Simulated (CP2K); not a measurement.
Crystal: BAs.

```xyz
2
Lattice="3.3778 0.0000 0.0000 1.6889 2.9253 0.0000 1.6889 0.9751 2.7580" Properties=species:S:1:pos:R:3 pbc="T T T"
As    5.0668    2.9253    2.0685
B     0.0000    0.0000    0.0000
```

Base run:

| Property | Result |
| --- | --- |
| Program | CP2K 2026.2 |
| Functional | AM05 |
| Potentials or basis | POTENTIAL_UZH As GTH-PBE-q5, B GTH-PBE-q3; TZVP-MOLOPT-PBE-GTH basis |
| Density cutoff | 9184 eV |
| k mesh | 10 × 10 × 10 |
| Occupations | fermi-dirac, width 0.05 eV |
| Spin | no spin polarisation |

Its results: band gap on the k mesh 1.08 eV, indirect (least direct gap 3.26 eV); pressure 2.3 GPa.

The run is repeated on the same cell with these changes: functional from AM05 to PBE. What comes out?

Band gap on the k mesh 1.21 eV, indirect (least direct gap 3.33 eV); pressure 3.6 GPa.

PBE binds less tightly than AM05, so the same cell stands under more pressure.

Caveats: the basis of atomic orbitals isn't converged, which shifts pressures, moduli and gaps; the potentials were made for another functional, which shifts forces and pressure (some runs).

A k mesh can miss the band edges.

Not every run made on this cell is shown here.
